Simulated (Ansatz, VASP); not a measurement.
Two plane-wave programs on Sr

```
Sr
1.0
    -2.42500    2.42500    2.42500
     2.42500   -2.42500    2.42500
     2.42500    2.42500   -2.42500
Sr
1
Direct
  0.00000 0.00000 0.00000
```

This isn't the form of Sr at room conditions, which is fcc.

Alike in both runs: task single point; functional PBE; k mesh 6 × 6 × 6; occupations gaussian, width 0.1 eV; no spin polarisation.

```csv
,VASP,Ansatz
version,VASP 6.6.1,Ansatz 0.2.0
potentials or method,"VASP PAW PBE potentials, release 64 (Sr_sv)","scalar-relativistic, plane waves, PAW"
plane-wave cutoff (eV),520,420
valence electrons in the cell,10,10
```

|  | VASP | Ansatz | Ansatz less VASP |
| --- | --- | --- | --- |
| gap on the k mesh at the Fermi level (eV) | none | none | - |
| pressure (GPa) | -0.7 | -0.7 | 0.00 |

A gap of «none» marks a metal or a gap that the smearing closes.
